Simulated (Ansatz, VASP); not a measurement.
## Al35N36 (V_Al): VASP beside Ansatz

Wanted: the spread between two codes on one cell, functional and k mesh. The cell is taken from a series of runs on this material, whose earlier steps may have relaxed, scaled, displaced or heated it; both programs get it as it stands.

Method: plane waves, with VASP 6.6.1 beside it; single point at r2SCAN, in Ansatz 0.2.0.

### Step 1. Set-up

The cell holds 71 atoms: 35 Al and 36 N. Its edges and angles: a = 9.459 Å, b = 9.459 Å, c = 10.106 Å, α = 90.0°, β = 90.0°, γ = 120.0°. It derives from AlN (AlN (P6_3mc)). Nearest the centre at fractional (0.444, 0.556, 0.500): N52 at 2.13 Å, N40 at 2.14 Å, N56 at 2.15 Å, N55 at 2.28 Å, Al5 at 3.06 Å, Al20 at 3.07 Å, Al17 at 3.07 Å, Al7 at 3.09 Å.

Structure file:

```xyz
71
Lattice="9.4594 0.0000 0.0000 -4.7297 8.1920 0.0000 0.0000 0.0000 10.1058" Properties=species:S:1:pos:R:3 pbc="T T T"
Al    1.5813    0.9191    2.5363
Al    0.0035    1.8707    5.0343
Al    1.5808    0.9245    7.5669
Al   -0.0027    1.8243    0.0096
Al    0.0200    3.6540    2.5713
Al   -1.5328    4.5306    5.0342
Al    0.0274    3.6584    7.5727
Al   -1.5764    4.5490    0.0098
Al   -1.5683    6.3725    2.5366
Al   -3.1500    7.2858    5.0465
Al   -1.5645    6.3702    7.5663
Al   -3.1496    7.2855    0.0010
Al    4.7247    0.9071    2.5644
Al    3.1586    1.8721    5.0341
Al    4.7294    0.9106    7.5634
Al    3.1647    1.8238    0.0098
Al    3.1421    3.6530    2.5711
Al    3.1340    3.6577    7.5725
Al    1.5807    4.5544   10.0061
Al    1.5804    6.3562    2.5713
Al    0.0444    7.2624    5.0343
Al    1.5802    6.3475    7.5725
Al    0.0070    7.2913    0.0098
Al    7.8972    0.9076    2.5641
Al    6.3118    1.8227    5.0328
Al    7.8922    0.9104    7.5639
Al    6.3109    1.8234    0.0068
Al    6.3112    3.6552    2.5642
Al    4.6927    4.5292    5.0339
Al    6.3106    3.6493    7.5634
Al    4.7375    4.5479    0.0095
Al    4.7294    6.3715    2.5361
Al    3.1165    7.2622    5.0342
Al    4.7244    6.3693    7.5668
Al    3.1534    7.2906    0.0094
N     1.5795    0.9065    4.4539
N     0.0116    1.8016    1.9095
N     1.5786    0.9125    9.4968
N     0.0064    1.8184    6.9869
N    -0.1808    3.5387    4.3714
N    -1.5854    4.5681    1.9097
N    -0.0451    3.6194    9.5306
N    -1.5741    4.5556    6.9852
N    -1.5837    6.3811    4.4546
N    -3.1469    7.2838    1.9220
N    -1.5780    6.3781    9.4962
N    -3.1476    7.2842    6.9808
N     4.7178    0.9065    4.4737
N     3.1558    1.8009    1.9094
N     4.7354    0.9169    9.4970
N     3.1597    1.8180    6.9852
N     3.3313    3.5438    4.3726
N     1.5841    4.5525    1.8688
N     3.2009    3.6190    9.5296
N     1.5827    4.5531    7.3295
N     1.5797    6.5880    4.3714
N    -0.0141    7.2893    1.9100
N     1.5776    6.4299    9.5305
N     0.0020    7.2856    6.9854
N     7.8990    0.9067    4.4722
N     6.3132    1.8219    1.9354
N     7.8819    0.9164    9.4969
N     6.3132    1.8219    6.9775
N     6.3083    3.6613    4.4736
N     4.7528    4.5670    1.9093
N     6.3082    3.6411    9.4969
N     4.7400    4.5551    6.9852
N     4.7393    6.3795    4.4539
N     3.1802    7.2895    1.9094
N     4.7337    6.3770    9.4967
N     3.1630    7.2857    6.9868
```

### Step 2. Ansatz: single point, r2SCAN

Ansatz runs on its PAW soft_1 files.

With cell and atoms fixed, the geometry can't cause a difference; cores, projectors, grids and the points listed under the comparison can.

Contents of input.yaml:

```yaml
crystal:
  checkpoint: "../qm3.relax.run"
  host: checkpoint
basis:
  ecutwfc: 500
  xc_grid: 2
hamiltonian:
  xc: r2scan
  pseudopotentials: { kind: paw, azcp: { folder: soft_1 } }
kpoints:
  mp_grid: { grid: [2, 2, 2], shift: [0.5, 0.5, 0.5] }
scf:
  occupations: { method: fermi_dirac, width: 0.01 }
  max_iter: 60
output:
  forces: true
  eigenvalues: true
  charged_corrections: { defect_position: [0.444444, 0.555556, 0.499602] }
checkpoint:
  read: "../qm3.relax.run"
  write: "../qm3.point_neutral.run"
  compress: false
  write_wavefunctions: false
  write_every: 100000
magnetization:
  spin_polarized: true
  initial_magnetization: 1
  spin_locking: { lock_magnetization: hard }
```

Launch:

```sh
ansatz run input.yaml --threads 8 --pin off --max-ram 15073MiB --backend cpu --events-out ev --progress --plain --runs-dir out
```

Numbers of over 12 decimals in the logs are rounded to 6 here.

What it wrote:

```text
Warning: This run holds its total moment fixed (magnetization.spin_locking.lock_magnetization: hard) and mixes its density by anderson or broyden (scf.mixing.algorithm, typed or taken by auto). Slabs with a fixed moment have converged under broyden above another state at the same moment, at the default mixing steps and at smaller ones, and under scf.lower_state_search: standard, light or off a state that such a mixer [...]
checkpoint.read: neither the saved density nor the saved orbitals are used: the state is of another total charge, and does not settle where this run's electrons and spins go. The run starts from its atoms. Which states do: the manual's quickstart, A charge series.
crystal.checkpoint: the structure is that of <dir>, a `relax` run, at its step 9: its result, under r2scan at a charge of -3 e; 71 atoms read, 0 with a starting moment; this deck's charge is 0 e; no density is read with it (checkpoint.read); crystal.structure_sha256 for this input is
Engine: ansatz 0.2.0, aarch64-unknown-linux-gnu
Pseudopotentials: kind: paw
Pseudopotential: Al, paw, valence charge 3, recommended cutoff 500 eV (meta_gga), soft_1/Al.paw.azcp
Pseudopotential: N, paw, valence charge 5, recommended cutoff 500 eV (meta_gga), soft_1/N.paw.azcp
Functional definition: r2SCAN
  parameter k0 = 0.174
  parameter k1 = 0.065
  parameter a1 = 4.9479
  exchange = r2scan_x(k0 = k0, k1 = k1, a1 = a1)
  correlation = r2scan_c
Crystal: 71 atoms, lattice volume = 783.115 Å³
Basis set: ecut = 500 eV, 19945 PW (Γ), exchange–correlation on 144×144×150 points (8 copies of the dense FFT grid, shifted against one another)
Bands: 214, of which v1, the nominal top of the filled ones, is band 143 counted from 1 (142 counted from 0)
Symmetry: 1 space group operations
Space group: P1 (ITA 1), of the structure as read, at distance tolerance 9.2e-5 Å
Magnetic group: BNS 1.1 (UNI 1), of the structure as read, at distance tolerance 9.2e-5 Å
k-points: 4 of 8 (time reversal used)
Non-local potential: Al, projectors of the file, l = 0: 2, l = 1: 2, l = 2: 1
Non-local potential: N, projectors of the file, l = 0: 2, l = 1: 2, l = 2: 1
PAW form: soft (Blöchl's): semilocal exchange-correlation on the pseudo side does not see the compensation charge
PAW frozen core: Al, regenerated for the run's functional (the file was generated under x = pbe(κ = 0.804, μ = 0.219515), c = pbe(β = 0.066725))
PAW frozen core: N, regenerated for the run's functional (the file was generated under x = pbe(κ = 0.804, μ = 0.219515), c = pbe(β = 0.066725))
PAW one-centre angular grid: Al, 302 points (default); XC on 160 Gauss nodes
PAW one-centre angular grid: N, 302 points (default); XC on 160 Gauss nodes
Initial density: superposition of atomic densities (chi_scale 0.1, normalization cell, long waves kept (reshape's long-wave potential 0.06 eV rms))
Starting moments: Σ|m| = 1 μB on 71 of 71 sites
Initial wavefunctions: pseudopotential atomic-orbital guess
Functional: x = r2scan, c = r2scan; τ floored in thin density (d = 2e-4 eV/Å³)
SCF iter   1: F=—  HF=-32906.291471 eV  |F-HF|=—  |Δ(HF+E_count)|=         —  Δρ=6.35e-2 (↑6.35e-2 ↓6.34e-2)  dr2=1.58e2  dr2_τ=4.37e0  dr2_m=1.49e-1  M=1.000 μB ∫|m|=1.007 μB  β_m=1.20  ethr=3.10e-3  ⟨swp⟩=6.0  Hψ=7015  notcnv=0  defer=336
preconditioner: auto → Resta (q_TF=auto, 2.305 Å⁻¹)  ε∞=3.3  [insulator: Δε(μ)=0.046 eV  Ē_g=14.744 eV  σ=0.010 eV  W_gap=0.82  n_scr=162 (ndim 8)  ℏωp=22.4 eV  f_vac=0.000  D(μ)=9.36/eV (n_scr^D=52)  ε∞_Penn≈3.3]
spin=Collinear: Resta preconditioning applied to the charge; magnetization (m = ρ↑ − ρ↓) channel mixes plain (no charge-response kernel on spin).
SCF iter   2: F=—  HF=-32875.711063 eV  |F-HF|=—  |Δ(HF+E_count)|=    3.06e1  Δρ=3.47e-2 (↑3.47e-2 ↓3.37e-2)  dr2=4.70e1  dr2_τ=4.38e-1  dr2_m=3.96e-2  M=1.000 μB ∫|m|=1.363 μB  β_m=1.20  ethr=3.10e-3  ⟨swp⟩=3.0  Hψ=3264  notcnv=0  defer=492  κ⁻¹=1.0e0(r=1)
preconditioner: auto → Kerker (q_TF=auto, 2.305 Å⁻¹)  [metal: Δε(μ)=0.006 eV  Ē_g=14.122 eV  σ=0.010 eV  W_gap=0.14  n_scr=162 (ndim 8)  ℏωp=22.4 eV  f_vac=0.000  D(μ)=21.77/eV (n_scr^D=144)]
spin=Collinear: Kerker preconditioning applied to the charge; magnetization (m = ρ↑ − ρ↓) channel mixes plain (no charge-response kernel on spin).
[...]
atom  59  N     -0.37169566    -0.26707243     0.59249870
  atom  60  Al     0.01163202    -0.28733393     0.34866210
  atom  61  Al     0.44557277     0.35497984    -0.17170591
  atom  62  N      0.04223658     0.03261503     0.02248903
  atom  63  N     -0.68064101    -0.12099554    -0.45946535
  atom  64  Al     0.34182958     0.15551284    -0.35426719
  atom  65  Al     1.93673650     0.52614724     0.93117843
  atom  66  N     -0.56534705    -0.33972257     0.01846984
  atom  67  N     -0.47484187    -0.12471373     0.62539556
  atom  68  Al     0.40762733     0.19070979     0.24650112
  atom  69  Al     0.50133288     0.25038994    -0.18477435
  atom  70  N     -0.20527829    -0.15177954     0.03128137
  atom  71  N     -0.49976146    -0.47802598    -0.50701542
  max |Σ_I F_I| component: 2.31e-2 eV/Å
--- Band table (eV; the first three rows and the last of 8) ---
  k-point 0 ↑: bands = [... 139 lower, 5.7650, 5.8945, 5.9281, 6.0171, 6.6111, 11.9605, 12.1255, 12.1595, ... 67 higher]
  k-point 1 ↑: bands = [... 139 lower, 5.7650, 5.8945, 5.9281, 6.0172, 6.6111, 11.9605, 12.1256, 12.1594, ... 67 higher]
  k-point 2 ↑: bands = [... 139 lower, 5.7773, 5.8318, 6.0281, 6.0374, 6.5647, 11.4223, 12.0101, 12.3630, ... 67 higher]
  k-point 3 ↓: bands = [... 139 lower, 5.9064, 6.0324, 6.1269, 6.7746, 6.9372, 11.4449, 12.0600, 12.3521, ... 67 higher]
```

### Step 3. VASP: single point, r2SCAN

The same cell, functional, mesh and smearing now go to VASP, with its own data sets.

Lines of VASP's logs that name or quote its potential files are left out, and so is its time.

Contents of INCAR:

```
SYSTEM = Al35N36
PREC = Accurate
ENCUT = 580
EDIFF = 1E-06
NELM = 200
ISMEAR = -1
SIGMA = 0.01
LREAL = Auto
ALGO = Normal
METAGGA = R2SCAN
LASPH = .TRUE.
NBANDS = 192
ISPIN = 2
MAGMOM = -0 -0 -0 -0 -0 -0 0 -0 -0 0 0 0 -0 -0 0 -0 -0 0 0 -0 -0 0 -0 -0 -0 0 -0 -0 -0 0 -0 -0 -0 -0 -0 0 0.01 0 -0 0.37 0.01 -0.06 -0 0 -0 0 -0 0.07 0 -0 -0 0.34 0.03 -0.06 -0.44 0.37 0.01 -0.06 -0 0.07 -0 0 -0 0.07 0 -0 -0 0 0.01 0 -0
LORBIT = 11
LWAVE = .FALSE.
LCHARG = .FALSE.
ISIF = 2
ISYM = 0
NUPDOWN = 1
GGA_COMPAT = .FALSE.
LMIXTAU = .TRUE.
KPAR = 4
```

Contents of POSCAR:

```
Al35N36
1.0
    9.4593590190      0.0000000873      0.0000000000
   -4.7296795851      8.1920451703      0.0000000000
    0.0000000000      0.0000000000     10.1058248848
Al N
35 36
Direct
    0.2232694127      0.1121950520      0.2509730156
    0.1145473114      0.2283522698      0.4981554235
    0.2235420479      0.1128567100      0.7487687409
    0.1110642535      0.2226945491      0.0009469525
    0.2251301716      0.4460372251      0.2544335009
    0.1144863599      0.5530526463      0.4981494383
    0.2261890619      0.4465790006      0.7493357493
    0.1109953931      0.5552952159      0.0009682753
    0.2231465355      0.7778869952      0.2509999723
    0.1116780670      0.8893729051      0.4993631855
    0.2234117441      0.7776104441      0.7487057924
    0.1117060912      0.8893365260      0.0000981895
    0.5548374386      0.1107309970      0.2537579992
    0.4481767198      0.2285324557      0.4981395441
    0.5555525588      0.1111564590      0.7484232725
    0.4458759352      0.2226294066      0.0009676146
    0.5551323480      0.4459224833      0.2544160587
    0.5545617300      0.4464902256      0.7493248258
    0.4450831403      0.5559567244      0.9901344383
    0.5550202644      0.7759034350      0.2544370069
    0.4479589247      0.8865199363      0.4981589662
    0.5544709669      0.7748318118      0.7493200028
    0.4457582007      0.8900421292      0.0009741347
    0.8902520491      0.1107858045      0.2537280488
    0.7785032926      0.2225005505      0.4980138920
    0.8898921197      0.1111355003      0.7484685495
    0.7784474544      0.2225758903      0.0006755129
    0.8902890424      0.4461865313      0.2537360880
    0.7725275424      0.5528752984      0.4981147762
    0.8898630867      0.4454732830      0.7484174311
    0.7784069713      0.5551614170      0.0009422026
    0.8888550504      0.7777698907      0.2509562814
    0.7727093206      0.8864915070      0.4981491913
    0.8881908758      0.7774987589      0.7487597925
    0.7783445809      0.8899652201      0.0009347193
    0.2223071105      0.1106602645      0.4407303753
    0.1111919519      0.2199220635      0.1889478899
    0.2225771291      0.1113919773      0.9397364482
    0.1116639521      0.2219653626      0.6913735391
    0.1968683806      0.4319670160      0.4325652794
    0.1112102336      0.5576249248      0.1889747279
    0.2161395248      0.4418185207      0.9430757465
    0.1116441385      0.5561024433      0.6912080874
    0.2220546824      0.7789433669      0.4407932612
    0.1118954693      0.8891324467      0.1901901780
    0.2224685116      0.7785771803      0.9396741000
    0.1118414142      0.8891750471      0.6907702447
    0.5540747763      0.1106599713      0.4426876879
    0.4435318691      0.2198388854      0.1889441927
    0.5565607204      0.1119197546      0.9397527167
    0.4449930820      0.2219231764      0.6912051085
    0.5684700203      0.4325903387      0.4326823553
    0.4453235005      0.5557213338      0.1849210397
    0.5592641780      0.4417699607      0.9429836381
    0.4452160380      0.5557943185      0.7252748662
    0.5690976666      0.8041952211      0.4325612898
    0.4434168438      0.8898069895      0.1889969883
    0.5592238188      0.7848904882      0.9430737880
    0.4448898710      0.8893548368      0.6912255484
    0.8903808085      0.1106759278      0.4425414397
    0.7786040592      0.2223999358      0.1915127610
    0.8891682546      0.1118644909      0.9397437688
    0.7785996564      0.2223989767      0.6904433589
    0.8903480924      0.4469356447      0.4426749104
    0.7811851879      0.5574865483      0.1889320829
    0.8891018312      0.4444644362      0.9397475902
    0.7791091522      0.5560408904      0.6912069351
    0.8903863467      0.7787483518      0.4407263640
    0.7811070412      0.8898238397      0.1889402244
    0.8896417207      0.7784435684      0.9397207090
    0.7790564918      0.8893604213      0.6913667117
```

Contents of KPOINTS:

```
Points of the shifted mesh
8
Reciprocal
 0.2500000000  0.2500000000  0.2500000000 1
 0.2500000000  0.2500000000  0.7500000000 1
 0.2500000000  0.7500000000  0.2500000000 1
 0.2500000000  0.7500000000  0.7500000000 1
 0.7500000000  0.2500000000  0.2500000000 1
 0.7500000000  0.2500000000  0.7500000000 1
 0.7500000000  0.7500000000  0.2500000000 1
 0.7500000000  0.7500000000  0.7500000000 1
```

The projector-augmented-wave data sets are Al and N (PBE family, release 64).

Launch:

```sh
mpirun -np 8 vasp_std
```

What it wrote:

```text
[banner, memory and clock lines left out]
running    8 mpi-ranks, on    1 nodes
[...]
|                                                                             |
|           W    W    AA    RRRRR   N    N  II  N    N   GGGG   !!!           |
|           W    W   A  A   R    R  NN   N  II  NN   N  G    G  !!!           |
|           W    W  A    A  R    R  N N  N  II  N N  N  G       !!!           |
|           W WW W  AAAAAA  RRRRR   N  N N  II  N  N N  G  GGG   !            |
|           WW  WW  A    A  R   R   N   NN  II  N   NN  G    G                |
|           W    W  A    A  R    R  N    N  II  N    N   GGGG   !!!           |
|                                                                             |
|     For optimal performance we recommend to set                             |
|       NCORE = 2 up to number-of-cores-per-socket                            |
|     NCORE specifies how many cores store one orbital (NPAR=cpu/NCORE).      |
|     This setting can greatly improve the performance of VASP for DFT.       |
[...]
|                                                                             |
|     You enforced a specific xc type in the INCAR file but a different       |
|     [... a line on the potential file left out ...]
|     I HOPE YOU KNOW WHAT YOU ARE DOING!                                     |
|                                                                             |

 LDA part: xc-table for (None), standard interpolation
 POSCAR, INCAR and KPOINTS ok, starting setup
[...]
entering main loop
       N       E                     dE             d eps       ncg     rms          rms(c)
DAV:   1     0.116185010086E+04    0.11619E+04   -0.14494E+05  6144   0.151E+03
DAV:   2    -0.669750188001E+03   -0.18316E+04   -0.17613E+04  7680   0.298E+02
DAV:   3    -0.821315151753E+03   -0.15156E+03   -0.14982E+03  7408   0.920E+01
DAV:   4    -0.824058705082E+03   -0.27436E+01   -0.27322E+01  7288   0.130E+01
[...]
DAV:  21    -0.673740677281E+03    0.32229E-05   -0.11331E-05  7208   0.827E-03    0.110E-02
DAV:  22    -0.673740682180E+03   -0.48987E-05   -0.39922E-06  5528   0.652E-03    0.547E-03
DAV:  23    -0.673740681714E+03    0.46641E-06   -0.68046E-06  6480   0.853E-03
   1 F= -.67374068E+03 E0= -.67374068E+03  d E =-.248788E-07  mag=     1.0000
```

OUTCAR, selected parts (step 3):

```text
  FREE ENERGIE OF THE ION-ELECTRON SYSTEM (eV)
  ---------------------------------------------------
  free  energy   TOTEN  =      -673.7406817136 eV

  energy  without entropy=     -673.7406816887  energy(sigma->0) =     -673.74068170

 magnetization (x)
# of ion       s       p       d       tot
------------------------------------------
    1       -0.000  -0.000   0.000  -0.000
    2       -0.002  -0.003   0.000  -0.005
    3        0.000   0.000   0.000   0.000
    4        0.000  -0.000   0.000  -0.000
    5       -0.003  -0.004   0.000  -0.007
    6       -0.002  -0.003   0.000  -0.005
    7        0.003   0.006   0.000   0.009
    8        0.000  -0.000   0.000  -0.000
    9       -0.000  -0.000   0.000  -0.000
   10       -0.000   0.000   0.000   0.000
   11        0.000   0.000   0.000   0.000
   12        0.000   0.000   0.000   0.000
   13       -0.000  -0.000   0.000  -0.001
[...]
--------------------------------------------------
tot          0.017   0.677   0.000   0.693
```

The run ends at a pressure of -7.02 GPa, with forces up to 2.6 eV/Å.

### Step 4. Comparison

Known differences besides the potentials themselves: VASP starts from the moments at which Ansatz ended; VASP keeps PBE cores, Ansatz makes them for the functional; the cutoff is 500 eV in Ansatz and 580 eV in VASP (PREC = Accurate, projectors in real space); site moments are counted in spheres of each program's own size. Total energies have different zeros and are not compared.

Compared:

```
                             quantity  Ansatz   VASP  difference
total moment, fixed by the input (μB)    1.00   1.00        0.00
                   moment on N55 (μB)   -0.44  -0.44       +0.01
                   moment on N40 (μB)    0.37   0.37       -0.01
                   moment on N56 (μB)    0.37   0.37       -0.01
                   moment on N52 (μB)    0.34   0.34        0.00
                   moment on N48 (μB)    0.07   0.07       +0.01
                   moment on N64 (μB)    0.07   0.07       +0.01
                   moment on N58 (μB)   -0.06  -0.06        0.00
                   moment on N42 (μB)   -0.06  -0.06        0.00
```

Forces on 7 of the 71 atoms, those with the largest forces and the largest differences (eV/Å; atoms numbered as in POSCAR):

```
atom         Ansatz x, y, z           VASP x, y, z
 Al2   0.515, -1.941, 0.931   0.513, -1.973, 0.933
 Al6   -1.428, 1.448, 0.953   -1.459, 1.460, 0.956
 Al7  -2.121, -1.255, 0.545  -2.151, -1.271, 0.560
Al18   2.192, -1.268, 0.491   2.224, -1.287, 0.501
Al21   -1.968, 0.513, 0.953   -1.992, 0.534, 0.957
Al22    0.022, 2.463, 0.546    0.024, 2.498, 0.562
Al33    1.937, 0.526, 0.931    1.963, 0.545, 0.934
```

The forces differ by 8.7 meV/Å r.m.s., which is 1.4 % of the r.m.s. force of 0.643 eV/Å (both taken over all components).

### Step 5. Summary of results

```
r.m.s. force difference (single point, r2SCAN) : 1.4 % of the r.m.s. force
```

In words: The r.m.s. force difference is 1.4 % of the r.m.s. force (single point, r2SCAN), within the 3 % picked in this series as the mark of a large difference. Such differences can come from data sets, numerical settings and the points named under the comparisons, not from the functional's error against experiment.

[Lines on the potential files, build, host, timing and source positions are cut from VASP's logs without a mark.]

[Logs are printed without paths, hosts, clocks, repeated set-up lines and the standing remarks that a program may print on its own settings, such as how far it seeks lower states.]

[Hosts, paths, dates, database ids (printed as entryN), source tags and the programs' standing remarks are cut or masked in the printed files.]
